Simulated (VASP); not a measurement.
Crystal: NbC.

```
Nb C
1.0
     0.00000    2.23000    2.23000
     2.23000    0.00000    2.23000
     2.23000    2.23000    0.00000
Nb C
1 1
Direct
  0.00000 0.00000 0.00000
  0.50000 0.50000 0.50000
```

The cell was built by a generator and needn't be a form met in nature.

* Program: VASP 6.6.1
* Task: relaxation of cell and atoms
* Functional: PBE
* Potentials or basis: VASP PAW PBE potentials, release 64 (Nb_sv, C)
* Cutoff: 700 eV
* k mesh: 16 × 16 × 16
* Occupations: methfessel-paxton, width 0.1 eV
* Spin: no spin polarisation

At the start: pressure 4.5 GPa; volume 11.09 Å³/atom.

Task: Where does the relaxation end?

Result: Over 3 steps the energy falls by 2.3 meV/atom and the volume is 11.26 Å³/atom (+1.5 %); space group Fm-3m (No. 225, to 0.05 Å).

Step by step:
| step | energy change (eV) | largest force (eV/Å) | pressure (GPa) | volume (Å³) |
| --- | --- | --- | --- | --- |
| 1 | 0.0000 | 0.0000 | 4.50 | 22.18 |
| 2 | 0.0140 | 0.0000 | -8.48 | 23.19 |
| 3 | -0.0046 | 0.0000 | -0.01 | 22.51 |

Final structure:
```
Nb C
1.0
     0.00000    2.24106    2.24106
     2.24106    0.00000    2.24106
     2.24106    2.24106    0.00000
Nb C
1 1
Direct
  0.00000 0.00000 0.00000
  0.50000 0.50000 0.50000
```
